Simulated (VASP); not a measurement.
Wanted: the native input for a VASP 6.6.1 run.

* Task: G0W0 quasiparticle levels
* Functional: PBEsol
* Potentials or basis: VASP PAW PBE potentials, release 64 (O_GW, C_GW)
* Cutoff: 500 eV
* k mesh: 6 × 6 × 6
* Occupations: gaussian, width 0.01 eV
* Spin: no spin polarisation
* Ladder: free
* GW scheme: G0W0
* GW iterations: 1
* Cutoff of the response function: 200
* Frequency points: 50
* Empty bands: 302
* Further INCAR settings: ALGO = EVGW0; EDIFF = 1e-08; NBANDS = 318

Crystal: CO2.

```xyz
6
Lattice="-1.9747 1.9747 3.0141 1.9747 -1.9747 3.0141 1.9747 1.9747 -3.0141" Properties=species:S:1:pos:R:3 pbc="T T T"
O     1.3223    0.9874    3.7676
O     0.6525    0.9874    0.7535
O     2.9621    0.6525   -0.7535
O    -0.9874    1.3223    2.2605
C     0.0000    0.0000    0.0000
C     0.0000    1.9747    1.5070
```

The cell comes from a database or a generator and needn't be the stable form of this composition.

The input as run:

POSCAR

```
CO2
1.0
   -1.9747270000      1.9747270000      3.0140580000
    1.9747270000     -1.9747270000      3.0140580000
    1.9747270000      1.9747270000     -3.0140580000
O C
4 2
Direct
    0.8750000000      0.9597980000      0.5847980000
    0.3750000000      0.2902020000      0.4152020000
    0.0402020000      0.6250000000      0.9152020000
    0.7097980000      0.1250000000      0.0847980000
    0.0000000000      0.0000000000      0.0000000000
    0.7500000000      0.2500000000      0.5000000000
```

INCAR.step1

```
PREC     = Accurate       # precision mode
ENCUT    = 500            # plane-wave cutoff, eV
EDIFF    = 1E-8           # SCF threshold, eV
ISMEAR   = 0              # smearing method
SIGMA    = 0.01           # smearing width, eV
LREAL    = F              # projectors in reciprocal space
LASPH    = T              # aspherical terms in the spheres
NELM     = 100            # most SCF steps
ALGO     = Fast           # electronic algorithm
LWAVE    = T              # write WAVECAR
LCHARG   = F              # write CHGCAR
GGA      = PS             # functional
KPAR     = 4
```

INCAR.step2

```
PREC     = Accurate       # precision mode
ENCUT    = 500            # plane-wave cutoff, eV
EDIFF    = 1E-8           # SCF threshold, eV
ISMEAR   = 0              # smearing method
SIGMA    = 0.01           # smearing width, eV
LREAL    = F              # projectors in reciprocal space
LASPH    = T              # aspherical terms in the spheres
NELM     = 1              # most SCF steps
ALGO     = Exact          # electronic algorithm
LWAVE    = T              # write WAVECAR
LCHARG   = F              # write CHGCAR
GGA      = PS             # functional
NBANDS   = 318            # bands
LOPTICS  = T              # frequency-dependent dielectric function
ISTART   = 1            
KPAR     = 4
```

INCAR.step3

```
PREC     = Accurate       # precision mode
ENCUT    = 500            # plane-wave cutoff, eV
EDIFF    = 1E-8           # SCF threshold, eV
ISMEAR   = 0              # smearing method
SIGMA    = 0.01           # smearing width, eV
LREAL    = F              # projectors in reciprocal space
LASPH    = T              # aspherical terms in the spheres
ALGO     = EVGW0          # electronic algorithm
LWAVE    = F              # write WAVECAR
LCHARG   = F              # write CHGCAR
GGA      = PS             # functional
NELMGW   = 1            
NBANDS   = 318            # bands
ENCUTGW  = 200            # cutoff of the response function
NOMEGA   = 50             # frequency points
PRECFOCK = Fast         
ISTART   = 1            
NBANDSGW = 24           
KPAR     = 4
```

KPOINTS

```
Automatic mesh
0
Gamma
  6 6 6
```

Potentials or basis: VASP PAW PBE potentials, release 64 (O_GW, C_GW).

Launch:

```bash
$ cat potpaw_PBE.64/O_GW/POTCAR potpaw_PBE.64/C_GW/POTCAR > POTCAR
$ cp INCAR.step1 INCAR
$ mpirun -np 4 vasp_std > vasp.out
$ cp INCAR.step2 INCAR
$ mpirun -np 4 vasp_std > vasp.out
$ cp INCAR.step3 INCAR
$ mpirun -np 4 vasp_std > vasp.out
```

Results of the run:

The band gap on the k mesh, mean-field level is 7.54 eV, indirect (least direct gap 8.02 eV). The quasiparticle gap is 10.57 eV and the least direct quasiparticle gap is 10.92 eV.

Caveat: bands, screening cutoff and mesh are small and nothing is extrapolated, so the quasiparticle values aren't converged.

It took 29 min on 4 MPI ranks on Intel(R) Xeon(R) Platinum 8488C (Sapphire Rapids) (shared host), peak memory 2.4 GiB a rank.
